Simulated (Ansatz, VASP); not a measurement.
One calculation of ZnSe, two programs

```
Zn Se
1.0
     0.00000    2.49140    2.49140
     2.49140    0.00000    2.49140
     2.49140    2.49140    0.00000
Zn Se
1 1
Cartesian
  0.0000 0.0000 0.0000
  2.4914 2.4914 2.4914
```

Change from the starting cell: volume scaled by 0.8, LAPW.

Alike in both runs: task single point; functional PBE; k mesh 13 × 13 × 13; occupations fermi-dirac, width 0.1 eV; no spin polarisation.

```csv
,VASP,Ansatz
version,VASP 6.6.1,Ansatz 0.2.0
potentials or method,"VASP PAW PBE potentials, release 64 (Zn, Se), cutoff 520 eV","all-electron LAPW, scalar-relativistic"
```

VASP gave:

```
pressure (GPa) : 26.9
```

Q: What did Ansatz give for the same quantities?

A: Pressure (GPa): 26.3.

Ansatz ran all-electron here, so the differences hold the error of VASP's frozen core and of both bases.

Caveats: so large a pressure means that the cell lies far from this level's equilibrium, or that cutoff or potentials fall short (VASP).
